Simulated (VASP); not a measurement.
Here is a VASP 6.6.1 calculation.

Contents of INCAR:

```
SYSTEM = ZrS2
ALGO     = Normal         ! electronic algorithm
EDIFF    = 1E-7           ! SCF threshold, eV
EDIFFG   = -0.005         ! ionic threshold
ENCUT    = 300            ! plane-wave cutoff, eV
GGA      = PS             ! functional
IBRION   = 2              ! ionic algorithm
ISIF     = 3              ! what is computed and relaxed
ISMEAR   = 0              ! smearing method
LASPH    = .True.         ! aspherical terms in the spheres
LCHARG   = .False.        ! write CHGCAR
LREAL    = .False.        ! projectors in reciprocal space
LWAVE    = .False.        ! write WAVECAR
NELM     = 100            ! most SCF steps
NSW      = 90             ! ionic steps
PREC     = Accurate       ! precision mode
SIGMA    = 0.02           ! smearing width, eV
```

KPOINTS

```
k-points
0
Gamma
  9 9 6
  0 0 0
```

File POSCAR:

```
ZrS2
1.0
    3.6913825500      0.0000000000      0.0000000000
   -1.8456912700      3.1968310600      0.0000000000
    0.0000000000      0.0000000000      6.0410770100
Zr S
1 2
Direct
    0.0000000000      0.0000000000      0.0000000000
    0.6666666700      0.3333333300      0.7620900300
    0.3333333300      0.6666666700      0.2379099700
```

Potentials or basis: VASP PAW PBE potentials, release 64 (Zr_sv, S).

Run with:

```sh
$ cat potpaw_PBE.64/Zr_sv/POTCAR potpaw_PBE.64/S/POTCAR > POTCAR
$ mpirun -np 1 vasp_std > vasp.out
```

Task: Estimate the band gap on the k mesh.

Result: 0.72 eV, indirect (least direct gap 1.47 eV).

Task: Predict the relaxed cell.

Result: a = 3.621 Å, b = 3.621 Å, c = 5.803 Å, α = 90.00°, β = 90.00°, γ = 120.00°.

Task: Predict the space group after relaxing (to 0.05 Å).

Result: P-3m1 (No. 164).

Task: Estimate the relaxed volume.

Result: 21.97 Å³/atom.

Final structure:
```
Zr S
1.0
     3.62113    0.00000    0.00000
    -1.81056    3.13599    0.00000
     0.00000    0.00000    5.80299
Zr S
1 2
Direct
  0.00000 0.00000 0.00000
  0.66667 0.33333 0.74882
  0.33333 0.66667 0.25118
```

Caveat: the cutoff is under 1.25 times the usual one of these potentials, so pressure, stress and relaxed cells hold a basis-set (Pulay) error; the PAW data sets were made with another functional, which shifts forces and pressure a little; an odd mesh through Γ misses points on the zone boundary, where band edges often lie; this functional lacks dispersion, which binds the layers, so the pressure and a relaxed spacing across them are unreliable.
